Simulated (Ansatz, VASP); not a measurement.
H in VASP and in Ansatz

```xyz
4
Lattice="1.6658 -2.7470 -0.0052 1.6113 2.7141 0.0007 -0.0087 0.0069 6.2934" Properties=species:S:1:pos:R:3 pbc="T T T"
H     1.6124   -0.4069    6.2765
H     1.5895    0.3129    0.0422
H     1.5698    0.4169    3.1504
H     1.6092   -0.4828    3.1787
```

Change from the starting cell: kmesh displaced: [2, 2, 1] Gamma-centred.

Alike in both runs: task single point; functional PBE; k mesh 2 × 2 × 1; occupations gaussian, width 0.02 eV; no spin polarisation.

|  | VASP | Ansatz |
| --- | --- | --- |
| version | VASP 6.6.1 | Ansatz 0.2.0 |
| potentials or method | VASP PAW PBE potentials, release 64 (H) | scalar-relativistic, plane waves, PAW |
| plane-wave cutoff (eV) | 520 | 420 |
| valence electrons in the cell | 4 | 4 |

VASP gave:

| Quantity | Value |
| --- | --- |
| gap on the k mesh at the Fermi level (eV) | 6.85 |
| least direct gap on the mesh (eV) | 6.85 |
| pressure (GPa) | -1.1 |
| largest component of the traceless stress (GPa) | 4.90 |
| rms of the force components (eV/Å) | 1.508 |

Task: Estimate Ansatz's values.

Result: gap on the k mesh at the Fermi level (eV): 6.85; least direct gap on the mesh (eV): 6.85; pressure (GPa): -0.9; largest component of the traceless stress (GPa): 4.88; rms of the force components (eV/Å): 1.509.

Atom by atom the forces differ by 0.006 eV/Å (rms over components).

Caveats: the k mesh is coarse (spacing up to 1.13 Å⁻¹), so the values aren't converged; an odd mesh through Γ misses points on the zone boundary, where band edges often lie; forces of over 1 eV/Å show positions far from the minimum, so gaps and moduli don't describe the material at rest.
